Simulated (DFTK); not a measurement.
**BaTiO3 in DFTK: convergence with cutoff**

The system is BaTiO3.

```
CELL_PARAMETERS angstrom
3.99980 0.00000 0.00000
0.00000 3.99980 0.00000
0.00000 0.00000 4.01800
ATOMIC_POSITIONS crystal
Ba 0.00000 0.00000 0.00000
Ti 0.50000 0.50000 0.49000
O 0.00000 0.50000 0.51700
O 0.50000 0.00000 0.51700
O 0.50000 0.50000 0.01900
```

* Program: DFTK 0.8.2
* Task: convergence study
* Functional: PBEsol
* Potentials or basis: SPMS 1.0 (PBE)
* Cutoff: 272 eV
* k mesh: 3 × 3 × 3
* Occupations: fermi-dirac, width 0.1 eV
* Spin: no spin polarisation

These are the settings of the first run; the series varies cutoff, with any setting tied to it.

Hardware: 1 thread of Intel(R) Xeon(R) 6975P-C (Granite Rapids), on a shared host.

The values tried are 272.114 eV, 380.959 eV, 435.382 eV, 571.439 eV, 707.496 eV, 816.342 eV, 979.61 eV, 1197.3 eV, loosest first. From which on does the gap on the mesh stay within 0.01 eV of the tightest run that finished?

From 707.496 eV on.

| cutoff | energy less the tightest run, at zero smearing (meV/atom) | pressure (GPa) | gap on the mesh (eV) | SCF cycles |
| --- | --- | --- | --- | --- |
| 272.114 eV | 14585.98 | -252.32 | 2.819 | 11 |
| 380.959 eV | 6144.89 | -152.85 | 2.528 | 14 |
| 435.382 eV | 3962.59 | -119.37 | 2.178 | 12 |
| 571.439 eV | 1195.56 | -57.82 | 2.125 | 14 |
| 707.496 eV | 291.42 | -23.10 | 2.061 | 16 |
| 816.342 eV | 74.74 | -10.51 | 2.056 | 15 |
| 979.61 eV | 5.67 | -4.54 | 2.052 | 15 |
| 1197.3 eV | 0.00 | -3.68 | 2.052 | 15 |

Not settled before the last step: the energy (to 1 meV/atom), the pressure (to 0.1 GPa). The tightest run that finished is the yardstick and may itself not be fully converged.

Caveat, for the tightest run too: the k mesh is coarse (spacing up to 0.52 Å⁻¹), so the values aren't converged; the potentials were made for another functional, which shifts forces and pressure; spin-orbit coupling is left out, which moves the levels of the heavy elements; an odd mesh through Γ misses points on the zone boundary, where band edges often lie.
